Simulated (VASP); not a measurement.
The system is In.

```
In
1.0
    -1.62547    1.62547    2.47370
     1.62547   -1.62547    2.47370
     1.62547    1.62547   -2.47370
In
1
Cartesian
  0.0000 0.0000 0.0000
```

```yaml
Program: VASP 6.6.1
Task: relaxation of cell and atoms
Functional: LAK
Potentials_or_basis: VASP PAW PBE potentials, release 64 (In_d)
Cutoff: 600 eV
k_mesh: 11 × 11 × 11
Occupations: methfessel-paxton, width 0.1 eV
Spin: no spin polarisation
```

At the start: pressure 4.0 GPa; volume 26.14 Å³/atom.

**Question.** How do energy, volume and symmetry change on relaxing?

**Answer.** Over 4 steps the energy falls by 33.5 meV/atom and the volume is 29.04 Å³/atom (+11.1 %); space group I4/mmm (No. 139, to 0.05 Å).

The path:
```
step  energy change (eV)  largest force (eV/Å)  pressure (GPa)  volume (Å³)
   1              0.0000                0.0000            3.96        26.14
   2             -0.0328                0.0000            0.34        28.67
   3             -0.0334                0.0000            0.08        28.95
   4             -0.0335                0.0000            0.00        29.04
```

Final structure:
```
In
1.0
    -1.68406    1.68406    2.55953
     1.68406   -1.68406    2.55953
     1.68406    1.68406   -2.55953
In
1
Cartesian
  1.6841 1.6841 2.5595
```

Caveat: the PAW data sets were made with another functional, which shifts forces and pressure a little; the volume moved by +11 % from the deposited cell, more than functionals usually miss.
